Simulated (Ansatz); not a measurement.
An Ansatz run on rocksalt LiF left the output below. The cell was relaxed with r2SCAN and then strained (epitaxial -4.0 % in the xy plane, free normal strain +3.03 %), with the atoms relaxed again with r2SCAN; k points keep the names of the unstrained zone.

Structure:
```
Li F
1.0
     0.00000    1.91508    2.05535
     1.91508    0.00000    2.05535
     1.91508    1.91508    0.00000
Li F
1 1
Cartesian
  0.0000 0.0000 0.0000
  1.9151 1.9151 2.0553
```

Output, abridged:
```
scf.n_extra_bands = 4 over 5 filled bands (N_el = 10.0): the run solves 9 bands
Crystal: 2 atoms, lattice volume = 15.076 Å³
Basis set: ecut = 500 eV, 371 PW (Γ)
Symmetry: 16 space group operations
Space group: I4/mmm (ITA 139)
k-points: 102 of 1000
Free energy (F): -1018.302849 eV
Fermi energy:    1.110977 eV
--- Forces (eV/Å), atoms counted from 1 ---
  atom   1  Li      0.00000      0.00000      0.00000
  atom   2  F       0.00000      0.00000      0.00000
--- Stress (GPa, compression-positive) ---
        8.014873       0.000000       0.000000
        0.000000       8.014873       0.000000
        0.000000       0.000000       0.029968
  P = ⅓ Tr σ = 5.3532 GPa (53.532 kbar)
--- Band table (eV; the first three rows and the last of 102) ---
  k-point 0: bands = [-40.6812, -20.3019, 0.9787, 0.9787, 1.1110, 11.8407, 26.5594, 27.1451, 27.7620]
  k-point 1: bands = [-40.6733, -20.2598, 0.7005, 0.9656, 1.0392, 12.1410, 24.3624, 25.6482, 26.8026]
  k-point 2: bands = [-40.6527, -20.1465, -0.0420, 0.9288, 0.9324, 12.7950, 21.8155, 23.9697, 25.2807]
  k-point 101: bands = [-40.5943, -19.5766, -2.3602, 0.0624, 0.0624, 16.9929, 19.7159, 20.8521, 24.5337]
```

bands.tsv, columns around the gap (it counts bands from 0):
```tsv
# k_distance	band_0	band_1	band_2	band_3	band_4	band_5	band_6	band_7	band_8
# fermi_ev = 1.110977
# [0, 0, 0] at k_distance = 0.000000
# [0.5, 0, 0.5] at k_distance = 1.640453
# [0.625, 0.25, 0.625] at k_distance = 2.200999
# [0.375, 0.375, 0.75] at k_distance = 3.194469
# [0.5, 0.5, 0.5] at k_distance = 4.153876
# [0.5, 0.25, 0.75] at k_distance = 5.274968
# levels_relative_to = fermi_ev
0.000	-41.792	-21.413	-0.132	-0.132	0.000	10.730	25.448	26.034	26.651
1.640	-41.683	-20.581	-3.407	-1.529	-1.050	17.263	17.591	19.718	21.730
2.201	-41.686	-20.647	-2.873	-1.865	-0.970	15.919	17.281	20.718	21.761
3.194	-41.699	-20.723	-2.865	-1.769	-0.764	15.904	16.590	20.829	22.582
4.154	-41.710	-20.938	-2.854	-0.439	-0.258	12.226	18.906	20.283	21.600
5.275	-41.691	-20.679	-2.355	-2.320	-1.011	16.027	17.404	19.847	21.759
```
In order the rows are Γ, X, U, K, L, W.

Problem. Write the input file that gave this output.

Solution.
```yaml
crystal:
  # lattice and atoms as above
kpoints:
  mp_grid: { grid: [10, 10, 10] }
  band_path:
    path:
      - [0.0, 0.0, 0.0]
      - [0.5, 0.0, 0.5]
      - [0.625, 0.25, 0.625]
      - [0.375, 0.375, 0.75]
      - [0.5, 0.5, 0.5]
      - [0.5, 0.25, 0.75]
    npoints: 1
hamiltonian:
  xc: r2scan
scf:
  occupations: { method: fixed }
  n_extra_bands: 4
output:
  forces: true
  stress: true
  eigenvalues: true
```
The cutoff of 500 eV is the one that these potentials recommend for a meta-GGA. A single point prints forces and stress when the output block asks for them. Close relatives of this functional can't be ruled out from these lines alone. Keys that only write grids to files are left aside. Not every key shows in the log; this is the file that was used.

Command: `ansatz run input.yaml --threads 2 --pin off --max-ram 29491MiB --backend cpu --events-out ev --progress --plain --runs-dir out`. Wall time 1.3 s on 2 threads of AMD EPYC 7R13 Processor (Zen 3), on a shared host; peak host memory 0.47 GiB.

(Simulation; spin polarisation is off.)
